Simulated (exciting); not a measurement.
# KF (Carobbiite): the F K edge from the Bethe–Salpeter equation, part 2 of 3

Aim: the F K absorption edge of KF (Carobbiite) with the electron–hole interaction treated explicitly, and what each term of the kernel does. The measurement to meet: F K-edge XANES, fluorescence yield on KF powder, reported in Investigation of per- and polyfluoroalkyl substances (PFAS) in soils and sewage sludges by fluorine K-edge XANES spectroscopy and combustion ion chromatography (pmc:8989862, 2021), with first feature at 686.8 eV, second feature at 691.7 eV and fourth feature at 698.3 eV.

exciting sodium; X-ray absorption, core-level Bethe-Salpeter equation, exchange and statically screened direct term, Tamm-Dancoff, all-electron LAPW+lo PBEsol.

So far. Step 3 (A richer basis for the empty states): Against the first ground state the total energy moves by -9 meV an atom and the gap by -0.01 eV.

## 4. Screening, kernels and BSE for F atom 2

The absorber has 6 K at 2.67 Å (octahedral, site symmetry m-3m).

Contents of input.xml:

```
<input>
  <title>KF</title>
  <structure speciespath="." autormt="false" epslat="1.0e-5">
    <crystal>
      <basevect>0.0000000000 5.0490647452 5.0490647452</basevect>
      <basevect>5.0490647452 0.0000000000 5.0490647452</basevect>
      <basevect>5.0490647452 5.0490647452 0.0000000000</basevect>
    </crystal>
    <species speciesfile="K.xml" rmt="2.464">
      <atom coord="0.0000000000 0.0000000000 0.0000000000"/>
    </species>
    <species speciesfile="F.xml" rmt="2.300">
      <atom coord="0.5000000000 0.5000000000 0.5000000000"/>
    </species>
  </structure>
  <groundstate do="skip" xctype="GGA_PBE_SOL" ngridk="5 5 5" rgkmax="7" gmaxvr="14" nempty="8" swidth="0.001" maxscl="100" epsengy="1e-5"/>
  <xs xstype="BSE" ngridk="5 5 5" ngridq="5 5 5" vkloff="0.097 0.273 0.493" rgkmax="7" nempty="25" gqmax="3" lmaxapwwf="5" lmaxemat="2" broad="0.01654" tevout="true">
    <energywindow intv="23.609 25.226" points="439"/>
    <screening screentype="full" nempty="42"/>
    <BSE xas="true" xasspecies="2" xasatom="1" xasedge="K" bsetype="singlet" nstlxas="1 21"/>
    <qpointset>
      <qpoint>0 0 0</qpoint>
    </qpointset>
    <plan>
      <doonly task="xsgeneigvec"/>
      <doonly task="writepmatxs"/>
      <doonly task="scrgeneigvec"/>
      <doonly task="scrwritepmat"/>
      <doonly task="screen"/>
      <doonly task="scrcoulint"/>
      <doonly task="exccoulint"/>
    </plan>
  </xs>
</input>
```

Contents of input.xml for the last start (plan only):

```
  <plan>
    <doonly task="bse"/>
  </plan>
```

The run is started by

```console
> OMP_NUM_THREADS=1 mpirun -n 4 exciting
> OMP_NUM_THREADS=4 exciting
```

Numbers of over 12 decimals in the logs are rounded to 6 here.

What it wrote:

```text
| EXCITING SODIUM started for task xsgeneigvec ( 301)                          =
One-shot GS runs for BSE calculations
One-shot GS runs for k+qmt/2 grids
Info(xsgeneigvec): Generating eigenvectors for Q-point      1
Info(xsgeneigvec): Generation of eigenvectors finished
| EXCITING SODIUM started for task writepmatxs ( 320)                          =
Info(writepmatxs): Momentum matrix elements finished
| EXCITING SODIUM started for task scrgeneigvec ( 401)                         =
One-shot GS runs for BSE calculations
One-shot GS runs for k+qmt/2 grids
Info(xsgeneigvec): Generating eigenvectors for Q-point      1
Using screening GS parameters.
Info(xsgeneigvec): Generation of eigenvectors finished
| EXCITING SODIUM started for task scrwritepmat ( 420)                         =
Info(writepmatxs): Momentum matrix elements finished
Info(scrwritepmat): Momentum matrix elements for screening finished
| EXCITING SODIUM started for task screen ( 430)                               =
Info(screenlauncher): Calculating screening for unshifted q-grid.
Info(screenlauncher): Number of q points:      10
Info(screenlauncher): lowest (partially)  unoccupied state:      9
Info(screenlauncher): highest (partially) occupied state  :      8
Info(screenlauncher): number of occupied states considered:    8
Info(screenlauncher): number of unoccupied states considered:   43
Info(screenlauncher): Starting loop over q-points
Info(screenlauncher): Screening for unshifted q-grid finished
Info(screenlauncher): Screening finished
| EXCITING SODIUM started for task scrcoulint ( 440)                           =
Info(scrcoulintlauncher): Setting up screened Coulomb interaction matrix W.
Info(scrcoulintlauncher): Using momentum transfer vectors from list :   1 to  1
Info(scrcoulintlauncher): Calculating screened Coulomb interaction matrix W
Info(scrcoulintlauncher): Momentum transfer list index: iqmt=  1
Info(scrcoulintlauncher): Momentum transfer: vqmtl=   0.000   0.000   0.000
Info(scrcoulintlauncher): Calculating RR block of W
Info(scrcoulint): Inspecting occupations...
Info(setranges_modxs): Number of non-reduced k-points:      125
Info(setranges_modxs): Number of states considered:       34
Info(setranges_modxs): Number of (partially) occupied states:        2
Info(setranges_modxs): Highest (partially) occupied states:        8
Info(setranges_modxs): Number of (partially) unoccupied states:       26
Info(setranges_modxs): Lowest (partially) unoccupied states:        9
Info(scrcoulint): Selecting transitions...
Info(select_transitions): Inspecting transitions in the  band interval:
  lowest occupied state:   1
  highest occupied state:   2
  lowest unoccupied state:   9
  highest unoccupied state:  29
  Opening gap with a scissor of:      0.000/H      0.000/eV
Info(select_transitions): Number of participating transitions:    5250
Info(scrcoulint): Size of file SCCLI will be about     0.206999 GB
Info(scrcoulint): Using q-grid
Info(scrcoulint): Number of reduced q-points:     10
Info(scrcoulint): Number of non-reduced q-points:    125
Info(scrcoulint): Calculating W(G1,G2,qr) fourier coefficients
Info(scrcoulint): Calculating W matrix elements
Info(scrcoulintlauncher): Screened coulomb interaction finished for iqmt=   1
| EXCITING SODIUM started for task exccoulint ( 441)                           =
Info(exccoulintlauncher): Setting up exchange interaction matrix V.
Info(exccoulintlauncher): Using momentum transfer vectors from list :   1 to  1
Info(exccoulintlauncher):Calculating exchange interaction matrix V
Info(exccoulintlauncher): Momentum transfer list index: iqmt=  1
Info(exccoulintlauncher): Momentum transfer: vqmtl=   0.000   0.000   0.000
Info(exccoulintlauncher): Calculating RR block of V
Info(exccoulint): Inspecting occupations...
Info(setranges_modxs): Number of non-reduced k-points:      125
Info(setranges_modxs): Number of states considered:       34
Info(setranges_modxs): Number of (partially) occupied states:        2
Info(setranges_modxs): Highest (partially) occupied states:        8
Info(setranges_modxs): Number of (partially) unoccupied states:       26
Info(setranges_modxs): Lowest (partially) unoccupied states:        9
Info(exccoulint): Selecting transitions...
Info(select_transitions): Inspecting transitions in the  band interval:
  lowest occupied state:   1
  highest occupied state:   2
  lowest unoccupied state:   9
  highest unoccupied state:  29
  Opening gap with a scissor of:      0.000/H      0.000/eV
Info(select_transitions): Number of participating transitions:    5250
Info(exccoulint): Size of file EXCLI will be about     0.206999 GB
Info(exccoulint): Generating plane wave matrix elements for momentum transfer iqmt=   1
  Timing (in seconds)	   :     261.785
Info(exccoulint): Generating V matrix elements
Info(exccoulint): Zeroing Coulomb potential at G+qmt index:  1
Info(exccoulintlauncher): Exchange interaction finished for iqmt=   1
| EXCITING SODIUM started for task bse ( 445)                                  =
Info(bselauncher): Init time:    0.401403
Info(bselauncher): Setting up and diagonalizing BSE Hamiltonian.
Info(bselauncher): Using momentum transfer vectors from list :   1 to  1
Info(bselauncher): Distributing qmt-points over   1 processes.
Info(bselauncher): BSE type: singlet
Info(bselauncher): Momentum transfer list index: iqmt=  1
Info(bselauncher): Momentum transfer: vqmtl=   0.000   0.000   0.000
Info(bse): Inspecting occupations...
Info(setranges_modxs): Number of non-reduced k-points:      125
Info(setranges_modxs): Number of states considered:       34
Info(setranges_modxs): Number of (partially) occupied states:        2
Info(setranges_modxs): Highest (partially) occupied states:        8
Info(setranges_modxs): Number of (partially) unoccupied states:       26
Info(setranges_modxs): Lowest (partially) unoccupied states:        9
Info(select_transitions): Inspecting transitions in the  band interval:
  lowest occupied state:   1
  highest occupied state:   2
  lowest unoccupied state:   9
  highest unoccupied state:  29
  Opening gap with a scissor of:      0.000/H      0.000/eV
Info(select_transitions): Number of participating transitions:    5250
Info(bse): Selecting transitions...
Info(bse):bsegap (eV):   654.654539
Info(bse): Assembling BSE matrix
  RR/RA blocks of global BSE-Hamiltonian:
  Size of the Hamiltonian:    5250
  Number of k-points:     125
  Distributing matrix to   1 processes
  Local matrix shape   5250 x  5250
Info(bse): max local RAM needed for BSE matrices ~     0.410713 GB
Info(setup_bse_block): Setting up RR part of hamiltonian
Info(setup_bse_block): Singlet spin state
Info(bse): Diagonalizing RR Hamiltonian (TDA)
Info(bse): Invoking Lapack routine ZHEEVR
      5250 eigen solutions found in the interval:
         i1=       1 i2=    5250
Info(bse): Writing excition energies and oscillator strengths to text file.
Info(makespectrum_dist): Making spectrum using formula for coupling with time reversed AR basis.
Info(makespectrum_dist): Using formalism for vanishing momentum transfer.
Info(writederived): Writing quantities derived from the macroscopic dielectric function.
Info(bselauncher): Spectrum finished for iqmt=  1
Info(bselauncher): All done for BSE type singlet
```

The job ended after 11 min (4 MPI ranks of Arm Neoverse V1, shared host).

Wall time by task: xsgeneigvec 3.3 s, writepmatxs 5.3 s, scrgeneigvec 2.3 s, scrwritepmat 1.6 s, screen 51 s, scrcoulint 4.8 min, exccoulint 4.4 min, bse 67 s.

The F K spectrum of F atom 2 (energy from the Kohn–Sham onset, core level to the lowest empty state found on the meshes used, 654.44 eV; the ground-state mesh sets it, and the shifted mesh has its lowest transition 0.21 eV above it; Im ε scaled to the maximum of the singlet run; cut below the end of the band set):

| E (eV) | Im ε |
| --- | --- |
| -4.5 | 0.02 |
| -4.0 | 0.03 |
| -3.5 | 0.03 |
| -3.0 | 0.05 |
| -2.5 | 0.07 |
| -2.0 | 0.12 |
| -1.5 | 0.25 |
| -1.0 | 0.65 |
| -0.5 | 0.98 |
| 0.0 | 0.68 |
| 0.5 | 0.42 |
| 1.0 | 0.26 |
| 1.5 | 0.18 |
| 2.0 | 0.18 |
| 2.5 | 0.25 |
| 3.0 | 0.38 |
| 3.5 | 0.43 |
| 4.0 | 0.23 |
| 4.5 | 0.19 |
| 5.0 | 0.21 |
| 5.5 | 0.17 |
| 6.0 | 0.14 |
| 6.5 | 0.16 |
| 7.0 | 0.18 |
| 7.5 | 0.12 |
| 8.0 | 0.10 |
| 8.5 | 0.10 |
| 9.0 | 0.11 |
| 9.5 | 0.13 |
| 10.0 | 0.13 |
| 10.5 | 0.11 |
| 11.0 | 0.10 |
| 11.5 | 0.08 |
| 12.0 | 0.08 |
| 12.5 | 0.10 |
| 13.0 | 0.15 |
| 13.5 | 0.22 |
| 14.0 | 0.24 |
| 14.5 | 0.22 |
| 15.0 | 0.26 |
| 15.5 | 0.35 |
| 16.0 | 0.29 |
| 16.5 | 0.24 |
| 17.0 | 0.20 |
| 17.5 | 0.14 |
| 18.0 | 0.11 |
| 18.5 | 0.10 |
| 19.0 | 0.09 |
| 19.5 | 0.08 |
| 20.0 | 0.07 |
| 20.5 | 0.06 |
| 21.0 | 0.07 |
| 21.5 | 0.08 |
| 22.0 | 0.08 |
| 22.5 | 0.08 |
| 23.0 | 0.10 |
| 23.5 | 0.12 |
| 24.0 | 0.12 |
| 24.5 | 0.11 |

Maxima (height): -0.6 eV (1.00), 3.3 eV (0.46), 4.9 eV (0.21), 6.8 eV (0.18), 14.0 eV (0.24) and 15.5 eV (0.35).

The Hamiltonian has 5250 rows. The lowest groups of eigenvalues and the brightest ones, on the scale above (the program counts from the shifted mesh's onset, 0.21 eV higher). Core spinors bring spin-forbidden partners, so dark means forbidden by spin or by symmetry, and the shifted mesh splits states that symmetry would keep together:

| energy (eV) | states within 10 meV | relative strength |
| --- | --- | --- |
| -1.872 | 2 | dark |
| -0.803 | 1 | dark |
| -0.792 | 1 | 0.50 |
| -0.715 | 1 | dark |
| -0.696 | 2 | 0.88 |
| -0.672 | 1 | 1.00 |
| -0.478 | 1 | 0.53 |
| -0.292 | 2 | 0.41 |
| -0.124 | 2 | 0.31 |
| 3.474 | 4 | 0.20 |

## 5. Independent particles

input.xml, as its differences from that of step 4:

```diff
@@ -19,3 +19,3 @@
     <screening screentype="full" nempty="42"/>
-    <BSE xas="true" xasspecies="2" xasatom="1" xasedge="K" bsetype="singlet" nstlxas="1 21"/>
+    <BSE xas="true" xasspecies="2" xasatom="1" xasedge="K" bsetype="IP" nstlxas="1 21"/>
     <qpointset>
@@ -24,9 +24,3 @@
     <plan>
-      <doonly task="xsgeneigvec"/>
-      <doonly task="writepmatxs"/>
-      <doonly task="scrgeneigvec"/>
-      <doonly task="scrwritepmat"/>
-      <doonly task="screen"/>
-      <doonly task="scrcoulint"/>
-      <doonly task="exccoulint"/>
+      <doonly task="bse"/>
     </plan>
```

The run is started by

```console
> OMP_NUM_THREADS=4 exciting
```

What it wrote:

```text
| EXCITING SODIUM started for task bse ( 445)                                  =
Info(bselauncher): Init time:    0.401320
Info(bselauncher): Setting up and diagonalizing BSE Hamiltonian.
Info(bselauncher): Using momentum transfer vectors from list :   1 to  1
Info(bselauncher): Distributing qmt-points over   1 processes.
Info(bselauncher): BSE type: IP
Info(bselauncher): Momentum transfer list index: iqmt=  1
Info(bselauncher): Momentum transfer: vqmtl=   0.000   0.000   0.000
Info(bse): Inspecting occupations...
Info(setranges_modxs): Number of non-reduced k-points:      125
[...]
highest unoccupied state:  29
  Opening gap with a scissor of:      0.000/H      0.000/eV
Info(select_transitions): Number of participating transitions:    5250
Info(bse): Selecting transitions...
Info(bse):bsegap (eV):   654.654539
Info(bse): IP requested, nothing much to do
Info(bse): Writing excition energies and oscillator strengths to text file.
Info(makespectrum_dist): Making spectrum using formula for coupling with time reversed AR basis.
Info(makespectrum_dist): Using formalism for vanishing momentum transfer.
Info(writederived): Writing quantities derived from the macroscopic dielectric function.
Info(bselauncher): Spectrum finished for iqmt=  1
Info(bselauncher): All done for BSE type IP
```

Run time: 1.5 s. Hardware: 4 threads.

Maxima (height): 3.1 eV (0.36), 5.7 eV (0.33), 7.2 eV (0.35), 11.8 eV (0.19) and 19.0 eV (0.43); 1 lower ones aren't listed. Against the singlet run the r.m.s. difference is 88 %. Moving the earlier curve by +3.7 eV leaves 49 %. The highest maximum lies at 19.0 eV (0.43), against -0.6 eV (1.00).

## 6. Exchange alone

input.xml, as its differences from that of step 5:

```diff
@@ -19,3 +19,3 @@
     <screening screentype="full" nempty="42"/>
-    <BSE xas="true" xasspecies="2" xasatom="1" xasedge="K" bsetype="IP" nstlxas="1 21"/>
+    <BSE xas="true" xasspecies="2" xasatom="1" xasedge="K" bsetype="RPA" nstlxas="1 21"/>
     <qpointset>
```

The run is started by

```console
> OMP_NUM_THREADS=4 exciting
```

What it wrote:

```text
| EXCITING SODIUM started for task bse ( 445)                                  =
Info(bselauncher): Init time:    0.402241
Info(bselauncher): Setting up and diagonalizing BSE Hamiltonian.
Info(bselauncher): Using momentum transfer vectors from list :   1 to  1
Info(bselauncher): Distributing qmt-points over   1 processes.
Info(bselauncher): BSE type: RPA
Info(bselauncher): Momentum transfer list index: iqmt=  1
Info(bselauncher): Momentum transfer: vqmtl=   0.000   0.000   0.000
Info(bse): Inspecting occupations...
Info(setranges_modxs): Number of non-reduced k-points:      125
[...]
Info(setup_bse_block): Setting up RR part of hamiltonian
Info(setup_bse_block): Using RPA approximation
Info(bse): Diagonalizing RR Hamiltonian (TDA)
Info(bse): Invoking Lapack routine ZHEEVR
      5250 eigen solutions found in the interval:
         i1=       1 i2=    5250
Info(bse): Writing excition energies and oscillator strengths to text file.
Info(makespectrum_dist): Making spectrum using formula for coupling with time reversed AR basis.
Info(makespectrum_dist): Using formalism for vanishing momentum transfer.
Info(writederived): Writing quantities derived from the macroscopic dielectric function.
Info(bselauncher): Spectrum finished for iqmt=  1
Info(bselauncher): All done for BSE type RPA
```

Elapsed: 68 s, on 4 threads.

Maxima (height): 3.1 eV (0.35), 5.8 eV (0.33), 7.2 eV (0.35), 11.8 eV (0.19) and 19.0 eV (0.43); 1 lower ones aren't listed. The spectrum differs from the independent-particle run by 1 % r.m.s.

## 7. Direct term alone

input.xml, as its differences from that of step 6:

```diff
@@ -19,3 +19,3 @@
     <screening screentype="full" nempty="42"/>
-    <BSE xas="true" xasspecies="2" xasatom="1" xasedge="K" bsetype="RPA" nstlxas="1 21"/>
+    <BSE xas="true" xasspecies="2" xasatom="1" xasedge="K" bsetype="triplet" nstlxas="1 21"/>
     <qpointset>
```

The run is started by

```console
> OMP_NUM_THREADS=4 exciting
```

What it wrote:

```text
| EXCITING SODIUM started for task bse ( 445)                                  =
Info(bselauncher): Init time:    0.401132
Info(bselauncher): Setting up and diagonalizing BSE Hamiltonian.
Info(bselauncher): Using momentum transfer vectors from list :   1 to  1
Info(bselauncher): Distributing qmt-points over   1 processes.
Info(bselauncher): BSE type: triplet
Info(bselauncher): Momentum transfer list index: iqmt=  1
Info(bselauncher): Momentum transfer: vqmtl=   0.000   0.000   0.000
Info(bse): Inspecting occupations...
[...]
Info(setup_bse_block): Setting up RR part of hamiltonian
Info(setup_bse_block): Triplet spin state
Info(bse): Diagonalizing RR Hamiltonian (TDA)
Info(bse): Invoking Lapack routine ZHEEVR
      5250 eigen solutions found in the interval:
         i1=       1 i2=    5250
Info(bse): Writing excition energies and oscillator strengths to text file.
Info(makespectrum_dist): Making spectrum using formula for coupling with time reversed AR basis.
Info(makespectrum_dist): Using formalism for vanishing momentum transfer.
Info(writederived): Writing quantities derived from the macroscopic dielectric function.
Info(bselauncher): Spectrum finished for iqmt=  1
Info(bselauncher): All done for BSE type triplet
```

It took 66 s on 4 threads.

Maxima (height): -0.7 eV (1.03), 3.3 eV (0.46), 4.9 eV (0.21), 14.0 eV (0.24) and 15.5 eV (0.35); 1 lower ones aren't listed. Against the singlet run the r.m.s. difference is 3 %.

## 8. Local-field cutoff

Changed against the first singlet run: cutoff of the screened term (bohr⁻¹) from 3 to 4.

input.xml, as its differences from that of step 7:

```diff
@@ -16,6 +16,6 @@
   <groundstate do="skip" xctype="GGA_PBE_SOL" ngridk="5 5 5" rgkmax="7" gmaxvr="14" nempty="8" swidth="0.001" maxscl="100" epsengy="1e-5"/>
-  <xs xstype="BSE" ngridk="5 5 5" ngridq="5 5 5" vkloff="0.097 0.273 0.493" rgkmax="7" nempty="25" gqmax="3" lmaxapwwf="5" lmaxemat="2" broad="0.01654" tevout="true">
+  <xs xstype="BSE" ngridk="5 5 5" ngridq="5 5 5" vkloff="0.097 0.273 0.493" rgkmax="7" nempty="25" gqmax="4" lmaxapwwf="5" lmaxemat="2" broad="0.01654" tevout="true">
     <energywindow intv="23.609 25.226" points="439"/>
     <screening screentype="full" nempty="42"/>
-    <BSE xas="true" xasspecies="2" xasatom="1" xasedge="K" bsetype="triplet" nstlxas="1 21"/>
+    <BSE xas="true" xasspecies="2" xasatom="1" xasedge="K" bsetype="singlet" nstlxas="1 21"/>
     <qpointset>
@@ -24,3 +24,5 @@
     <plan>
-      <doonly task="bse"/>
+      <doonly task="xsgeneigvec"/>
+      <doonly task="screen"/>
+      <doonly task="scrcoulint"/>
     </plan>
```

Contents of input.xml for the exchange start (cutoff and plan only):

```
  gqmax="3"
  <plan>
    <doonly task="exccoulint"/>
  </plan>
```

Contents of input.xml for the last start (plan only):

```
  <plan>
    <doonly task="bse"/>
  </plan>
```

The run is started by

```console
> OMP_NUM_THREADS=1 mpirun -n 4 exciting
> OMP_NUM_THREADS=1 mpirun -n 4 exciting
> OMP_NUM_THREADS=4 exciting
```

What it wrote:

```text
| EXCITING SODIUM started for task xsgeneigvec ( 301)                          =
One-shot GS runs for BSE calculations
One-shot GS runs for k+qmt/2 grids
Info(xsgeneigvec): Generating eigenvectors for Q-point      1
Info(xsgeneigvec): Generation of eigenvectors finished
| EXCITING SODIUM started for task screen ( 430)                               =
Info(screenlauncher): Calculating screening for unshifted q-grid.
Info(screenlauncher): Number of q points:      10
Info(screenlauncher): lowest (partially)  unoccupied state:      9
[...]
Info(setup_bse_block): Setting up RR part of hamiltonian
Info(setup_bse_block): Singlet spin state
Info(bse): Diagonalizing RR Hamiltonian (TDA)
Info(bse): Invoking Lapack routine ZHEEVR
      5250 eigen solutions found in the interval:
         i1=       1 i2=    5250
Info(bse): Writing excition energies and oscillator strengths to text file.
Info(makespectrum_dist): Making spectrum using formula for coupling with time reversed AR basis.
Info(makespectrum_dist): Using formalism for vanishing momentum transfer.
Info(writederived): Writing quantities derived from the macroscopic dielectric function.
Info(bselauncher): Spectrum finished for iqmt=  1
Info(bselauncher): All done for BSE type singlet
```

Run time: 16 min. Hardware: 4 MPI ranks.

Wall time by task: xsgeneigvec 2.9 s, screen 95 s, scrcoulint 8.6 min, exccoulint 4.4 min, bse 69 s.

Against the singlet run the r.m.s. difference is 8 %. The highest maximum lies at -0.7 eV (1.08), against -0.6 eV (1.00). The kernels miss the short-range part of the Coulomb interaction, its components above their cutoff.

| E (eV) | first run | this run |
| --- | --- | --- |
| -4.0 | 0.03 | 0.03 |
| -3.0 | 0.05 | 0.05 |
| -2.0 | 0.12 | 0.14 |
| -1.0 | 0.65 | 0.77 |
| 0.0 | 0.68 | 0.66 |
| 1.0 | 0.26 | 0.25 |
| 2.0 | 0.18 | 0.19 |
| 3.0 | 0.38 | 0.40 |
| 4.0 | 0.23 | 0.22 |
| 5.0 | 0.21 | 0.21 |
| 6.0 | 0.14 | 0.14 |
| 7.0 | 0.18 | 0.18 |
| 8.0 | 0.10 | 0.10 |
| 9.0 | 0.11 | 0.11 |
| 10.0 | 0.13 | 0.13 |
| 11.0 | 0.10 | 0.09 |
| 12.0 | 0.08 | 0.08 |
| 13.0 | 0.15 | 0.16 |
| 14.0 | 0.24 | 0.24 |
| 15.0 | 0.26 | 0.27 |
| 16.0 | 0.29 | 0.27 |
| 17.0 | 0.20 | 0.18 |
| 18.0 | 0.11 | 0.10 |
| 19.0 | 0.09 | 0.09 |
| 20.0 | 0.07 | 0.06 |
| 21.0 | 0.07 | 0.07 |
| 22.0 | 0.08 | 0.07 |
| 23.0 | 0.10 | 0.10 |
| 24.0 | 0.12 | 0.12 |

[end of part 2 of 3]

[Banner, clock and machine lines of the logs are left out without a mark of their own.]

[Logs are printed without paths, hosts, clocks, repeated set-up lines and the standing remarks that a program may print on its own settings, such as how far it seeks lower states.]

[Hosts, paths, dates, database ids (printed as entryN), source tags and the programs' standing remarks are cut or masked in the printed files.]
